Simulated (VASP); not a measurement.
# From an Ansatz input to VASP: TePb (strained rocksalt)

Ansatz input

```yaml
crystal:
  lattice:
    - [0.0, 3.2351584782, 3.271085364]
    - [3.2351584782, 0.0, 3.271085364]
    - [3.2351584782, 3.2351584782, 0.0]
  atoms:
    - { symbol: Pb, position: [0.0, 0.0, 0.0] }
    - { symbol: Te, position: [0.5, 0.5, 0.5] }
kpoints:
  mp_grid: { grid: [8, 8, 8] }
  band_path:
    path:
      - [0.0, 0.0, 0.0]
      - [0.5, 0.0, 0.5]
      - [0.625, 0.25, 0.625]
      - [0.375, 0.375, 0.75]
      - [0.5, 0.5, 0.5]
      - [0.5, 0.25, 0.75]
    npoints: 1
hamiltonian:
  xc: r2scan
scf:
  occupations: { method: fixed }
  n_extra_bands: 4
output:
  forces: true
  stress: true
  eigenvalues: true
```

Translate this input to VASP.



INCAR

```
NELM = 120
ISMEAR = 0
LCHARG = .FALSE.
ALGO = Normal
METAGGA = R2SCAN
SIGMA = 0.01
IBRION = -1
LASPH = .TRUE.
ENCUT = 520
NSW = 0
PREC = Accurate
LWAVE = .FALSE.
EDIFF = 1E-7
ISIF = 2
LREAL = .FALSE.
NBANDS = 17
```

KPOINTS

```
KPOINTS created by Atomic Simulation Environment
0
Gamma
8 8 8
0 0 0
```

KPOINTS_OPT

```
special points
6
Reciprocal
0.0000000000 0.0000000000 0.0000000000 1
0.5000000000 0.0000000000 0.5000000000 1
0.6250000000 0.2500000000 0.6250000000 1
0.3750000000 0.3750000000 0.7500000000 1
0.5000000000 0.5000000000 0.5000000000 1
0.5000000000 0.2500000000 0.7500000000 1
```

POSCAR

```
Pb Te
 1.0000000000000000
     0.0000000000000000    3.2351584781999998    3.2710853640000002
     3.2351584781999998    0.0000000000000000    3.2710853640000002
     3.2351584781999998    3.2351584781999998    0.0000000000000000
 Pb  Te
   1   1
Cartesian
  0.0000000000000000  0.0000000000000000  0.0000000000000000
  3.2351584781999998  3.2351584781999998  3.2710853640000002
```

VASP ran with the recommended PBE PAW datasets (20 valence electrons in the cell). Other inputs would serve too.

```
                            Ansatz     VASP
gap between bands v and c  1.04 eV  1.05 eV
         least direct gap  1.04 eV  1.05 eV
                 pressure  0.8 GPa  0.8 GPa
```

Each program uses its own PAW datasets. VASP's cell holds 20 valence electrons and Ansatz's 30. Ansatz's stress includes a Pulay correction; VASP's doesn't.
